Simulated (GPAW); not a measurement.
Input of a GPAW 26.7.0 run:

Contents of run.py:

```python
from ase import Atoms
from ase.dft.bandgap import bandgap
from ase.io import write
from ase.units import GPa
from gpaw import GPAW, PW

atoms = Atoms(['Ni', 'O'],
              cell=[[0.0, 2.0859016414, 2.0859016414],
                    [2.0859016414, 0.0, 2.0859016414],
                    [2.0859016414, 2.0859016414, 0.0]],
              scaled_positions=[[0.0, 0.0, 0.0],
                                [0.5, 0.5, 0.5]],
              pbc=True)
atoms.set_initial_magnetic_moments([1.0, 0.0])

calc = GPAW(mode=PW(650),
            xc='PBE',
            kpts={'size': (9, 9, 9), 'gamma': True},
            occupations={'name': 'fermi-dirac', 'width': 0.01},
            nbands=22,
            convergence={'density': 1e-05, 'energy': 1e-05},
            maxiter=150,
            txt='gpaw.txt')
atoms.calc = calc
energy = atoms.get_potential_energy()
forces = atoms.get_forces()
stress = atoms.get_stress()
calc.write('gs.gpw')
write('result.traj', atoms)
print(f'Energy: {energy:.6f} eV')
print('Forces (eV/A):')
print(forces.round(4))
print('Stress (GPa):', (stress / GPa).round(3))
print('Moments:', calc.get_magnetic_moments().round(3))
print('Fermi level:', round(calc.get_fermi_level(), 4), 'eV')
print(f'Gap: {bandgap(calc)[0]:.4f} eV, direct: {bandgap(calc, direct=True)[0]:.4f} eV')
```

Potentials or basis: GPAW PAW data sets (gpaw-data 1.2.1), pw.

Launch:

```sh
$ OMP_NUM_THREADS=1 python run.py
```

Problem. What does it give for the pressure?

Solution. 7.3 GPa.

Problem. Estimate the site moments.

Solution. Ni +1.44; O +0.20 μB.

Caveat: the cutoff is short for stress and forces, so pressures can be off by a GPa or more; the stock nickel data set gives pressures a few GPa off other programs; a cell with one magnetic atom can't hold antiferromagnetic order, which such compounds often take; semilocal functionals often make such compounds metallic where correlation or magnetic order opens a gap, which also shifts bond lengths.

The gap isn't set beside the measured one, since this odd mesh misses points on the zone boundary.
